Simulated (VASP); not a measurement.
Runs of VASP 6.6.1 on NaI. Symmetry: Fm-3m, No. 225, cubic system. Conventional cell: a = 6.473 Å, b = 6.473 Å, c = 6.473 Å, α = 90.00°, β = 90.00°, γ = 90.00°. I (site symmetry m-3m) is surrounded by 6 Na at 3.24 Å. Na (site symmetry m-3m) is surrounded by 6 I at 3.24 Å. 

| task | level | spin | cell | k mesh | cutoff (eV) | screening parameter | exchange at q = 0 | gap on the mesh (eV) | pressure (GPa) |
| --- | --- | --- | --- | --- | --- | --- | --- | --- | --- |
| single point | HSE06 | SOC, no magnetisation | as given | 3 × 3 × 3 | 520 | 0.2 1/A | - | - | (a) |
| band structure | HSE06 | off | as given | 4 × 4 × 4 | 520 | 0.2 1/A | - | 4.67 | 0.2 |
| relaxation of cell and atoms | HSE06 | off | relaxed | 4 × 4 × 4 | 600 | 0.2 1/A | - | 4.65 | 0.0 |
| band structure | r2SCANh | off | as given | 4 × 4 × 4 | 520 | - | truncated | (b) | -0.2 |

Alike in all rows: potentials or basis VASP PAW PBE potentials, release 64 (I, Na_pv); smearing fermi-dirac 0.05 eV; the mesh is coarse, so values aren't converged.

Fill in the values left out.

(a) 0.4; (b) 4.98.

Caveats: all runs use coarse meshes; the PAW data sets were made with another functional, which shifts forces and pressure a little; spin-orbit coupling is left out, which moves the levels of the heavy elements (some runs).

A k mesh can miss the band edges, and rows without SOC leave out spin-orbit coupling on I.

Runs at the PBE level aren't shown here.
